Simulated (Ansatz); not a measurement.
Runs of Ansatz 0.2.0 on Cd. Symmetry: P6_3/mmc, No. 194, hexagonal system. Conventional cell: a = 2.979 Å, b = 2.979 Å, c = 5.618 Å, α = 90.00°, β = 90.00°, γ = 120.00°. Cd (site symmetry -6m2) has 12 Cd at 2.98 to 3.29 Å as nearest neighbours. 

```csv
task,potentials or basis,spin,cell,k mesh,cutoff (eV),basis error allowed,pressure (GPa)
relaxation of cell and atoms,"all-electron LAPW, scalar-relativistic",off,relaxed to 30 GPa,10 × 10 × 5,-,0.001 eV/atom,30.0
relaxation of cell and atoms,"all-electron LAPW, scalar-relativistic",off,relaxed to 5 GPa,10 × 10 × 5,-,0.001 eV/atom,5.0
band structure,"all-electron LAPW, non-relativistic",off,as given,10 × 10 × 5,224,0.001 eV/atom,2.0
relaxation of cell and atoms,"all-electron LAPW, scalar-relativistic",off,relaxed,10 × 10 × 5,-,0.001 eV/atom,0.0
band structure,all-electron PAW datasets made for the crystal,off,as given,10 × 10 × 5,260,-,-1.6
band structure,"all-electron LAPW, scalar-relativistic",off,as given,10 × 10 × 5,224,0.001 eV/atom,-1.6
band structure,"all-electron LAPW, inner shells corrected to Dirac's equation",off,as given,10 × 10 × 5,224,0.001 eV/atom,-1.6
relaxation of cell and atoms,"all-electron LAPW, scalar-relativistic",off,relaxed to 10 GPa,10 × 10 × 5,-,0.001 eV/atom,10.0
band structure,"all-electron LAPW, scalar-relativistic",off,as given,8 × 8 × 4,224,0.001 eV/atom,-1.3
band structure,"all-electron LAPW, relativistic spinors","SOC, no magnetisation",as given,8 × 8 × 4,224,0.001 eV/atom,(a)
relaxation of cell and atoms,"all-electron LAPW, scalar-relativistic",off,relaxed to 20 GPa,10 × 10 × 5,-,0.001 eV/atom,20.0
```

Alike in all rows: level PBEsol; smearing fermi-dirac 0.05 eV.

Task: Fill in the values left out.

Result: (a) -1.5.

Caveats: the k mesh is thin for a metal, which can move the energy by tens of meV per atom (some runs); relativity is left out, which matters for the heavier elements (some runs).

The runs don't all hold the same shells in valence.
